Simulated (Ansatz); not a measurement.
Runs of Ansatz 0.2.0 on MnS. Symmetry: Fm-3m, No. 225, cubic system. Conventional cell: a = 5.209 Å, b = 5.209 Å, c = 5.209 Å, α = 90.00°, β = 90.00°, γ = 90.00°. Around Mn (site symmetry m-3m) lie 6 S at 2.60 Å. S (site symmetry m-3m) has 6 Mn at 2.60 Å as nearest neighbours. 

```tsv
task	level	cell	k mesh	cutoff (eV)	smearing	gap on the mesh (eV)	pressure (GPa)	moment (μB)	relaxed volume (Å³/atom)
relaxation of cell and atoms	PBE+D3(BJ)	relaxed	9 × 9 × 9	-	fermi-dirac 0.05 eV	-	0.0	4.35	15.82
single point	PBE	as given	9 × 9 × 9	217	gaussian 0.014 eV	none	-2.8	4.72	-
single point	PBE	as given	9 × 9 × 9	217	gaussian 0.028 eV	none	-2.8	4.72	-
band structure	LDA	as given	9 × 9 × 9	217	fermi-dirac 0.05 eV	-	-11.6	4.57	-
single point	PBE	as given	9 × 9 × 9	217	gaussian 0.05 eV	none	-2.8	4.72	-
elastic constants	PBEsol	as given	7 × 7 × 7	231	fermi-dirac 0.05 eV	none	(a)	4.67	-
single point	PBE	as given	9 × 9 × 9	217	gaussian 0.015 eV	none	-2.8	4.72	-
single point	PBE	as given	9 × 9 × 9	217	gaussian 0.013 eV	none	-2.8	4.72	-
relaxation of cell and atoms	LDA	relaxed	9 × 9 × 9	-	fermi-dirac 0.05 eV	-	0.0	3.63	13.87
single point	PBE	as given	9 × 9 × 9	217	gaussian 0.024 eV	none	-2.8	4.72	-
elastic constants	LDA	as given	7 × 7 × 7	232	fermi-dirac 0.05 eV	none	(c)	(b)	-
relaxation of cell and atoms	PBEsol+D4	relaxed	9 × 9 × 9	-	fermi-dirac 0.05 eV	-	0.0	3.94	14.46
```

Alike in all rows: potentials or basis all-electron LAPW, scalar-relativistic; spin collinear, ferromagnetic start; basis error allowed 0.001 eV/atom.

Problem. Estimate the missing entries.

Solution. (a) -7.5; (b) 4.58; (c) -11.5.

Caveats: a cell with one magnetic atom can't hold antiferromagnetic order, which such compounds often take; semilocal functionals often make such compounds metallic where correlation or magnetic order opens a gap, which also shifts bond lengths (some runs); the k mesh is thin for a metal, which can move the energy by tens of meV per atom (some runs); a metal's response needs a denser mesh (some runs); the cell is more than 3 GPa from zero pressure, which shifts response properties (some runs); elastic constants of metals need much finer meshes, so these are rough (some runs); the volume moved by over 15 % at a fixed basis, so the end points are rough (some runs).

A gap of «none» marks a metal or a gap under the smearing width.
